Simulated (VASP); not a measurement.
# TePb (Fm-3m) in VASP: further runs, part 2 of 2

VASP 6.6.1.

### 3 Relaxation of cell and atoms, PBEsol

This run uses another cell than the first one, of 33.44 Å³/atom, 0.992 times its volume.

Input file INCAR:

```
SYSTEM = TePb
PREC = Accurate
ENCUT = 600
EDIFF = 1E-7
ISMEAR = 0
SIGMA = 0.03
LREAL = .False.
LASPH = .True.
NELM = 80
ALGO = Normal
ISIF = 3
LWAVE = .False.
LCHARG = .False.
GGA = PS
IBRION = 2
NSW = 90
EDIFFG = -0.005
```

Input file KPOINTS:

```
Automatic mesh
0
Gamma
  8 8 8
  0 0 0
```

Input file POSCAR:

```
TePb                                    
1.0
    0.0000000000      3.2218515830      3.2218515830
    3.2218515830      0.0000000000      3.2218515830
    3.2218515830      3.2218515830     -0.0000000000
  Te              Pb            
     1     1
Direct
     0.5000000000000000    0.5000000000000000    0.5000000000000000
     0.0000000000000000    0.0000000000000000    0.0000000000000000
```

Potentials or basis: VASP PAW PBE potentials, release 64 (Te, Pb_d).

Started as:

```
$ cat potpaw_PBE.64/Te/POTCAR potpaw_PBE.64/Pb_d/POTCAR > POTCAR
$ mpirun -np 1 vasp_std > vasp.out
```

OUTCAR:

```text
SYSTEM = TePb
   PREC = Accurate
   ENCUT = 600
   EDIFF = 1E-7
   ISMEAR = 0
   LREAL = .False.
   LASPH = .True.
   NELM = 80
   ISIF = 3
   GGA = PS
   IBRION = 2
   NSW = 90
   EDIFFG = -0.005

 ion  position               nearest neighbor table
   1  0.500  0.500  0.500-   2 3.22   2 3.22   2 3.22   2 3.22   2 3.22   2 3.22
   2  0.000  0.000  0.000-   1 3.22   1 3.22   1 3.22   1 3.22   1 3.22   1 3.22

  LATTYP: Found a face centered cubic cell.
 ALAT       =     6.4437031660

  Lattice vectors:

 A1 = (   0.0000000000,   3.2218515830,   3.2218515830)
 A2 = (   3.2218515830,   0.0000000000,   3.2218515830)
 A3 = (   3.2218515830,   3.2218515830,   0.0000000000)

Analysis of symmetry for initial positions (statically):
=====================================================================
 Subroutine PRICEL returns:
 Original cell was already a primitive cell.

 Routine SETGRP: Setting up the symmetry group for a
 face centered cubic supercell.

 Subroutine GETGRP returns: Found 48 space group operations
 (whereof 48 operations were pure point group operations)
 out of a pool of 48 trial point group operations.

The static configuration has the point symmetry O_h .

Analysis of symmetry for dynamics (positions and initial velocities):
=====================================================================
 Subroutine PRICEL returns:
 Original cell was already a primitive cell.

 Routine SETGRP: Setting up the symmetry group for a
 face centered cubic supercell.

 Subroutine GETGRP returns: Found 48 space group operations
 (whereof 48 operations were pure point group operations)
 out of a pool of 48 trial point group operations.

The dynamic configuration has the point symmetry O_h .

 Subroutine INISYM returns: Found 48 space group operations
 (whereof 48 operations are pure point group operations),
 and found     1 'primitive' translations
[... 118 lines left out ...]
  Thomas-Fermi vector in A             =   2.231029
   LORBIT       =      0    0 simple, 1 ext, 2 COOP (PROOUT), +10 PAW based schemes
   GGA     = PS    functional components
   LHFCALC =     F    Hartree Fock is set to
   AEXX    =    0.0000 exact exchange contribution
   IVDW    =     0    specifies the selected vdW correction
   LEPSILON=     F    determine dielectric tensor
   LRPA    =     F    only Hartree local field effects (RPA)
 conjugate gradient relaxation of ions
 non-spin polarized calculation
 Gauss-broadening in eV      SIGMA  =   0.03
  energy-cutoff  :      600.00
  volume of cell :       66.89
 maximum number of plane-waves:      2252
   NGX = 19   NGY = 19   NGZ = 19

 number of electron      20.0000002 magnetization

 Free energy of the ion-electron system (eV)
  ---------------------------------------------------
  ext. energy  EPLUGINS =         0.00000000
  ---------------------------------------------------
  free energy    TOTEN  =        -8.25916777 eV

  energy without entropy =       -8.25916777  energy(sigma->0) =       -8.25916777

 E-fermi :   5.7718     XC(G=0):  -9.5084

 val. band max:        5.5711522430   @ k =   0.5000   0.0000   0.0000
 cond. band min:       6.2215154013   @ k =   0.5000   0.0000   0.0000
 fundamental gap:      0.6503631583
 Fermi energy:         5.7718186837

 k-point     1 :       0.0000    0.0000    0.0000
  band No.  band energies     occupation
      1     -11.0731      2.00000
      2     -11.0731      2.00000
      3     -11.0615      2.00000
      4     -11.0615      2.00000
      5     -11.0615      2.00000
      6      -6.5345      2.00000
      7      -0.0229      2.00000
      8       4.2044      2.00000
      9       4.2044      2.00000
     10       4.2044      2.00000
     11       9.6370      0.00000
     12       9.6370      0.00000
     13       9.6370      0.00000
     14      11.3087      0.00000
[... 377 lines left out ...]
      1     -11.1042      2.00000
      2     -11.0814      2.00000
      3     -11.0552      2.00000
      4     -11.0491      2.00000
      5     -11.0404      2.00000
      6      -4.8723      2.00000
      7      -2.8112      2.00000
      8       2.7375      2.00000
      9       2.9516      2.00000
     10       5.1057      2.00000
     11       6.8493      0.00000
     12       9.1223      0.00000
     13       9.5987      0.00000
     14      12.3228      0.00000

 [... further k-points ...]
[... 5 lines left out ...]
  --------------------------------------------------------------------------------------
  -------------------------------------------------------------------------------------
  Total       -0.0007393     -0.0007393     -0.0007393      0.0000000      0.0000000     -0.0000000
  in kB       -0.0177094     -0.0177094     -0.0177094      0.0000000      0.0000000     -0.0000000
  external PRESSURE =      -0.0177094 kB  Pullay stress =       0.0000000 kB

 VOLUME and BASIS-vectors are now :
 -----------------------------------------------------------------------------
  energy-cutoff  :      600.00
  volume of cell :       66.89
      direct lattice vectors                 reciprocal lattice vectors
     0.000000000  3.221851583  3.221851583    -0.155190265  0.155190265  0.155190265
     3.221851583  0.000000000  3.221851583     0.155190265 -0.155190265  0.155190265
     3.221851583  3.221851583  0.000000000     0.155190265  0.155190265 -0.155190265

 POSITION                                       TOTAL-FORCE (eV/Angst)
 -----------------------------------------------------------------------------------
      3.22185      3.22185      3.22185         0.000000      0.000000      0.000000
      0.00000      0.00000      0.00000        -0.000000      0.000000     -0.000000
 -----------------------------------------------------------------------------------
    total drift:                               -0.000000      0.000000      0.000000

  FREE ENERGIE OF THE ION-ELECTRON SYSTEM (eV)
  ---------------------------------------------------
  free  energy   TOTEN  =        -8.2591677670 eV

  energy  without entropy=       -8.2591677670  energy(sigma->0) =       -8.25916777

 reached required accuracy - stopping structural energy minimisation
```

OSZICAR:

```text
N       E                     dE             d eps       ncg     rms          rms(c)
DAV:   1     0.155888985763E+03    0.15589E+03   -0.10044E+04   812   0.152E+03
DAV:   2     0.332762544611E+01   -0.15256E+03   -0.14953E+03   818   0.349E+02
DAV:   3    -0.808274277185E+01   -0.11410E+02   -0.11237E+02  1112   0.101E+02
DAV:   4    -0.836589949736E+01   -0.28316E+00   -0.28301E+00   934   0.188E+01
DAV:   5    -0.837664110749E+01   -0.10742E-01   -0.10741E-01  1140   0.337E+00    0.341E+00
DAV:   6    -0.826469032699E+01    0.11195E+00   -0.26017E-01  1124   0.451E+00    0.212E+00
DAV:   7    -0.825894202037E+01    0.57483E-02   -0.76468E-02  1046   0.172E+00    0.879E-01
DAV:   8    -0.825921261188E+01   -0.27059E-03   -0.85576E-03   992   0.110E+00    0.123E-01
DAV:   9    -0.825915974949E+01    0.52862E-04   -0.97853E-04  1182   0.356E-01    0.376E-02
DAV:  10    -0.825916528218E+01   -0.55327E-05   -0.78669E-05   918   0.836E-02    0.232E-02
DAV:  11    -0.825916784938E+01   -0.25672E-05   -0.17192E-05  1026   0.325E-02    0.960E-03
DAV:  12    -0.825916790788E+01   -0.58502E-07   -0.11259E-06   992   0.110E-02    0.611E-03
DAV:  13    -0.825916772658E+01    0.18131E-06   -0.63484E-08   664   0.206E-03    0.278E-03
DAV:  14    -0.825916776699E+01   -0.40413E-07   -0.14651E-07   498   0.417E-03
   1 F= -.82591678E+01 E0= -.82591678E+01  d E =-.825917E+01
```

CONTCAR:

```text
TePb
   1.00000000000000
     0.0000000000000000    3.2218515829999999    3.2218515829999999
     3.2218515829999999    0.0000000000000000    3.2218515829999999
     3.2218515829999999    3.2218515829999999    0.0000000000000000
  Te              Pb
     1     1
Direct
     0.5000000000000000    0.5000000000000000    0.5000000000000000
     0.0000000000000000    0.0000000000000000    0.0000000000000000

  0.00000000E+00  0.00000000E+00  0.00000000E+00
  0.00000000E+00  0.00000000E+00  0.00000000E+00
```

Wall time 12 s (1 thread of Intel Xeon 6975P-C (Granite Rapids), shared host); peak memory 0.22 GiB.

What came out:

```
Free energy             : -8.2592 eV
Pressure after relaxing : 0.0 GPa
Band gap on the k mesh  : 0.65 eV, direct
```

Final structure:
```cif
data_structure
_symmetry_space_group_name_H-M 'P 1'
_symmetry_Int_Tables_number 1
_cell_length_a 4.5564
_cell_length_b 4.5564
_cell_length_c 4.5564
_cell_angle_alpha 60.000
_cell_angle_beta 60.000
_cell_angle_gamma 60.000
_cell_volume 66.89
loop_
_atom_site_label
_atom_site_type_symbol
_atom_site_fract_x
_atom_site_fract_y
_atom_site_fract_z
_atom_site_occupancy
Te1 Te 0.50000 0.50000 0.50000 1
Pb1 Pb 0.00000 0.00000 0.00000 1
```

Caveat: the relaxation stopped at its first step, so nothing moved; the PAW data sets were made with another functional, which shifts forces and pressure a little; spin-orbit coupling is left out, which as a rule narrows the gap of such compounds by several tenths of an eV. A k mesh can miss the band edges.

### 4 Relaxation of the atoms, PBEsol (a relaxed cell with its volume scaled by 0.94)

INCAR: that of step 3 with these lines changed.

```diff
@@ -10,3 +10,3 @@
 ALGO = Normal
-ISIF = 3
+ISIF = 2
 LWAVE = .False.
@@ -15,3 +15,3 @@
 IBRION = 2
-NSW = 90
-EDIFFG = -0.005
+NSW = 40
+EDIFFG = -0.01
```

KPOINTS is that of step 3.

Input file POSCAR:

```
TePb                                    
1.0
    0.0000000000      3.1560810551      3.1560810551
    3.1560810551      0.0000000000      3.1560810551
    3.1560810551      3.1560810551      0.0000000000
  Te              Pb            
     1     1
Direct
     0.5000000000000000    0.5000000000000000    0.5000000000000000
     0.0000000000000000    0.0000000000000000    0.0000000000000000
```

Started as:

```
$ cat potpaw_PBE.64/Te/POTCAR potpaw_PBE.64/Pb_d/POTCAR > POTCAR
$ mpirun -np 1 vasp_std > vasp.out
```

It took 12 s on 1 thread of Intel Xeon 6975P-C (Granite Rapids), shared host; peak memory 0.21 GiB.

The run converged. Its results:

```yaml
Free_energy: -8.2211 eV
Pressure_after_relaxing: 3.2 GPa
Band_gap_on_the_k_mesh: 0.50 eV, direct
```

Final structure:
```cif
data_structure
_symmetry_space_group_name_H-M 'P 1'
_symmetry_Int_Tables_number 1
_cell_length_a 4.4634
_cell_length_b 4.4634
_cell_length_c 4.4634
_cell_angle_alpha 60.000
_cell_angle_beta 60.000
_cell_angle_gamma 60.000
_cell_volume 62.87
loop_
_atom_site_label
_atom_site_type_symbol
_atom_site_fract_x
_atom_site_fract_y
_atom_site_fract_z
_atom_site_occupancy
Te1 Te 0.50000 0.50000 0.50000 1
Pb1 Pb 0.00000 0.00000 0.00000 1
```

Levels at points of the mesh, in eV from the valence-band top:
| k point | band 7 | band 8 | band 9 | band 10 | band 11 | band 12 | band 13 | band 14 |
| --- | --- | --- | --- | --- | --- | --- | --- | --- |
| (0.00, 0.00, 0.00) | -5.45 | -1.64 | -1.64 | -1.64 | 4.10 | 4.10 | 4.10 | 5.57 |
| (0.50, 0.00, 0.00) | -9.03 | -1.12 | -1.12 | 0.00 | 0.50 | 1.03 | 1.03 | 8.35 |
| (0.50, 0.50, 0.00) | -7.45 | -5.12 | -3.25 | -3.25 | 2.87 | 5.70 | 5.70 | 7.07 |

Caveat: the relaxation stopped at its first step, so nothing moved; the PAW data sets were made with another functional, which shifts forces and pressure a little; spin-orbit coupling is left out, which as a rule narrows the gap of such compounds by several tenths of an eV. A k mesh can miss the band edges.

### 5 Relaxation of the atoms, PBEsol (a relaxed cell with its volume scaled by 0.96)

INCAR is that of step 4.

KPOINTS is that of step 4.

Input file POSCAR:

```
TePb                                    
1.0
    0.0000000000      3.1783077103      3.1783077103
    3.1783077103      0.0000000000      3.1783077103
    3.1783077103      3.1783077103      0.0000000000
  Te              Pb            
     1     1
Direct
     0.5000000000000000    0.5000000000000000    0.5000000000000000
     0.0000000000000000    0.0000000000000000    0.0000000000000000
```

Started as:

```
$ cat potpaw_PBE.64/Te/POTCAR potpaw_PBE.64/Pb_d/POTCAR > POTCAR
$ mpirun -np 1 vasp_std > vasp.out
```

Wall time 12 s (1 thread of Intel Xeon 6975P-C (Granite Rapids), shared host); peak memory 0.21 GiB.

Results (log left out):

```
Free energy             : -8.2428 eV
Pressure after relaxing : 2.0 GPa
Band gap on the k mesh  : 0.56 eV, direct
```

Final structure:
```
CELL_PARAMETERS angstrom
0.00000 3.17831 3.17831
3.17831 0.00000 3.17831
3.17831 3.17831 0.00000
ATOMIC_POSITIONS crystal
Te 0.50000 0.50000 0.50000
Pb 0.00000 0.00000 0.00000
```

Levels at points of the mesh, in eV from the valence-band top:
```tsv
k point	band 6	band 7	band 8	band 9	band 10	band 11	band 12	band 13	band 14
(0.00, 0.00, 0.00)	-12.47	-5.50	-1.54	-1.54	-1.54	4.09	4.09	4.09	5.63
(0.50, 0.00, 0.00)	-10.90	-8.90	-1.04	-1.04	0.00	0.56	1.10	1.10	8.33
(0.50, 0.50, 0.00)	-10.59	-7.41	-4.94	-3.11	-3.11	2.98	5.63	5.63	6.96
```

Caveat: the relaxation stopped at its first step, so nothing moved; the PAW data sets were made with another functional, which shifts forces and pressure a little; spin-orbit coupling is left out, which as a rule narrows the gap of such compounds by several tenths of an eV.

### 6 Relaxation of the atoms, PBEsol (a relaxed cell with its volume scaled by 0.98)

INCAR is that of step 5.

KPOINTS is that of step 5.

Input file POSCAR:

```
TePb                                    
1.0
    0.0000000000      3.2002277665      3.2002277665
    3.2002277665      0.0000000000      3.2002277665
    3.2002277665      3.2002277665      0.0000000000
  Te              Pb            
     1     1
Direct
     0.5000000000000000    0.5000000000000000    0.5000000000000000
     0.0000000000000000    0.0000000000000000    0.0000000000000000
```

Potentials or basis: VASP PAW PBE potentials, release 64 (Te, Pb_d).

Started as:

```
$ cat potpaw_PBE.64/Te/POTCAR potpaw_PBE.64/Pb_d/POTCAR > POTCAR
$ mpirun -np 1 vasp_std > vasp.out
```

Run time: 12 s. Hardware: 1 thread of Intel Xeon 6975P-C (Granite Rapids), shared host; peak memory 0.22 GiB.

The run converged. Its results:

* Free energy: -8.2552 eV
* Pressure after relaxing: 0.9 GPa
* Band gap on the k mesh: 0.60 eV, direct

Final structure:
```
Te Pb
1.0
     0.00000    3.20023    3.20023
     3.20023    0.00000    3.20023
     3.20023    3.20023    0.00000
Te Pb
1 1
Direct
  0.50000 0.50000 0.50000
  0.00000 0.00000 0.00000
```

Levels at points of the mesh, in eV from the valence-band top:
| k point | band 8 | band 9 | band 10 | band 11 | band 12 | band 13 |
| --- | --- | --- | --- | --- | --- | --- |
| (0.00, 0.00, 0.00) | -1.45 | -1.45 | -1.45 | 4.08 | 4.08 | 4.08 |
| (0.50, 0.00, 0.00) | -0.97 | -0.97 | 0.00 | 0.60 | 1.16 | 1.16 |
| (0.50, 0.50, 0.00) | -4.76 | -2.98 | -2.98 | 3.08 | 5.56 | 5.56 |

Caveat: the relaxation stopped at its first step, so nothing moved; the PAW data sets were made with another functional, which shifts forces and pressure a little; spin-orbit coupling is left out, which as a rule narrows the gap of such compounds by several tenths of an eV. A k mesh can miss the band edges.

### 7 The runs side by side

```tsv
task	cell	gap on the mesh (eV)	pressure (GPa)
relaxation of cell and atoms	relaxed	0.65	0.0
relaxation of the atoms	atoms relaxed from: a relaxed cell with its volume scaled by 0.94	0.50	3.2
relaxation of the atoms	atoms relaxed from: a relaxed cell with its volume scaled by 0.96	0.56	2.0
relaxation of the atoms	atoms relaxed from: a relaxed cell with its volume scaled by 0.98	0.60	0.9
```

Alike in all rows: level PBEsol; potentials or basis VASP PAW PBE potentials, release 64 (Te, Pb_d); no spin polarisation; k mesh 8 × 8 × 8; cutoff (eV) 600; smearing gaussian 0.03 eV.

Caveats: the relaxation stopped at its first step, so nothing moved; the PAW data sets were made with another functional, which shifts forces and pressure a little; spin-orbit coupling is left out, which as a rule narrows the gap of such compounds by several tenths of an eV.

Absolute energies hang on the potentials; compare differences alone.
